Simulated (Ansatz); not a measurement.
All-electron LAPW in Ansatz 0.2.0 under PBEsol, scalar-relativistic, energies extrapolated to zero smearing. Slabs are 1×1 cells cut from bulk crystals relaxed on PAW files, with atoms then relaxed, 16 to 20 Å of vacuum, a dipole correction, k spacings of 0.16 to 0.26 Å⁻¹ and smearing of 0.02 to 0.1 eV, without spin–orbit coupling or spin polarisation. The bulk type named needn't be the stable one, and no reconstruction is allowed.

| slab | area (Å²) | γ (J/m²) | Φ (eV) | Δd12 (%) |
| --- | --- | --- | --- | --- |
| diamond Si (100), 6 layers | 14.76 | 2.23 | ? | ? |
| fcc Ir (110), 5 layers | 10.38 | 3.35 | 4.87 | -15.1 |
| fcc Al (110), 5 layers | 11.40 | 1.11 | 4.01 | -5.3 |

Problem. Fill in "Δd12 (%)" for the row "diamond Si (100), 6 layers".

Solution. -1.8.

Problem. Fill in "Φ (eV)" for the row "diamond Si (100), 6 layers".

Solution. 5.34.
